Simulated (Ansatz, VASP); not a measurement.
TaC2 in VASP and in Ansatz

```xyz
3
Lattice="3.2474 0.0000 0.0000 -1.6237 2.8123 0.0000 0.0000 0.0000 3.0243" Properties=species:S:1:pos:R:3 pbc="T T T"
Ta    0.0000    0.0000    0.0000
C     0.0000    1.8749    1.5122
C     1.6237    0.9374    1.5122
```

Change from the starting cell: species swapped into the TiB2 type (P6/mmm, No. 191).

Alike in both runs: functional PBE; k mesh 6 × 6 × 6; occupations gaussian, width 0.1 eV; no spin polarisation.

Ansatz relaxed the structure, and its values are those at the end. VASP's run is a single point on that final structure, the one shown.

|  | VASP | Ansatz |
| --- | --- | --- |
| version | VASP 6.6.1 | Ansatz 0.2.0 |
| potentials or method | VASP PAW PBE potentials, release 64 (Ta_pv, C) | scalar-relativistic, plane waves, PAW |
| plane-wave cutoff (eV) | 520 | 420 |
| valence electrons in the cell | 19 | 21 |

|  | VASP | Ansatz | Ansatz less VASP |
| --- | --- | --- | --- |
| gap on the k mesh at the Fermi level (eV) | none | none | - |
| pressure (GPa) | 0.4 | -0.3 | -0.71 |

A gap of «none» marks a metal or a gap that the smearing closes. The two sets of potentials don't hold the same shells in valence.

Caveats: the k mesh is coarse (spacing up to 0.37 Å⁻¹), so the values aren't converged. The runs have no spin-orbit coupling, so splittings on Ta are missing.
